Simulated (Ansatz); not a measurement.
## Random displacements in BaTiO3

All numbers below come from DFT PBE, scalar-relativistic, plane waves, PAW in Ansatz. Cutoff 420 eV, Γ-centred 8×8×6 k-points, Gaussian smearing of 0.05 eV. Spin–orbit coupling is left out, which matters for the heavy elements here. No spin polarisation. Energies are free energies at this smearing, counted from the undisturbed cell; pressure is positive in compression.

Zero of the scan (relaxed at this level; it needn't be the usual structure):

```xyz
5
Lattice="3.9854 0.0000 0.0000 0.0000 3.9854 0.0000 0.0000 0.0000 4.2018" Properties=species:S:1:pos:R:3 pbc="T T T"
Ba    0.0000    0.0000    4.1443
Ti    1.9927    1.9927    1.9710
O     1.9927    1.9927    0.1590
O     1.9927    0.0000    2.1739
O     0.0000    1.9927    2.1739
```

The atoms are displaced (Å, in the unstrained cell):

| atom | ux | uy | uz |
| --- | --- | --- | --- |
| Ba1 | 0.077 | -0.086 | 0.129 |
| Ti2 | -0.234 | 0.213 | 0.003 |
| O3 | 0.355 | -0.078 | -0.107 |
| O4 | -0.249 | 0.065 | -0.011 |
| O5 | 0.052 | -0.115 | -0.015 |

Strain (Voigt, engineering shear): (0.0487, 0.0086, 0.0256, -0.0624, -0.1805, 0.1005).

(1) What are the energy change, the stress and the forces?

## Answers

(1) ΔE = 478.7 meV/atom; stress (xx, yy, zz, yz, xz, xy; compression positive) (-6.18, -2.29, -7.68, 2.72, 19.00, -10.51) GPa; gap on the mesh 1.46 eV.
```
atom Fx (eV/Å) Fy Fz
 Ba1      -1.55   0.72  -1.65
 Ti2       1.37  -1.22   1.76
  O3      -1.92   0.92   0.41
  O4       1.21  -2.11  -0.07
  O5       0.89   1.69  -0.45
```

Cost: 1 run of about 0.5 core-minutes, on Arm Neoverse V2 (shared hosts).